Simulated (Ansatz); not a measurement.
# Calculated quadrupolar parameters for TiO₂

The cell is a COD entry whose atoms were relaxed with PBE, the cell held.

```cif
data_TiO2
_symmetry_space_group_name_H-M 'Pbcn'
_symmetry_Int_Tables_number 60
_cell_length_a 4.5318
_cell_length_b 5.5019
_cell_length_c 4.9063
_cell_angle_alpha 90.000
_cell_angle_beta 90.000
_cell_angle_gamma 90.000
loop_
_atom_site_label
_atom_site_type_symbol
_atom_site_symmetry_multiplicity
_atom_site_Wyckoff_symbol
_atom_site_fract_x
_atom_site_fract_y
_atom_site_fract_z
Ti Ti 4 c 0.0000 0.1758 0.2500
O O 8 d 0.2702 0.3824 0.4195
```

One atom of each set is listed.

Computed with Ansatz: DFT, PBE, plane waves and PAW (field gradients read without the response of the frozen cores, which leaves them typically 4 to 6 % off), scalar-relativistic, 420 eV cutoff, Γ-centred 5×4×4 k-points, Fermi–Dirac smearing 0.02 eV.

V_zz is the principal component of the electric field gradient with the largest magnitude, η = (V_xx − V_yy)/V_zz and C_Q = eQV_zz/h. ν_Q = 3|C_Q|/[2I(2I − 1)].

⁴⁷Ti: I = 5/2, Q = 302.0 mb; O-17: I = 5/2, Q = -25.58 mb. Nuclear quadrupole moments: year-2017 set (Pyykkö).

```csv
site,atoms,first shell,C_Q (MHz),η,ν_Q (MHz)
Ti,4,6 O at 1.87–2.09 Å,21.0,0.51,3.15
O,8,3 Ti at 1.87–2.09 Å; also 1 Ti at 3.17 Å,1.73,0.53,0.260
```

At this cell the PBE pressure is 6 GPa, so with PBE the cell would grow if it were relaxed.
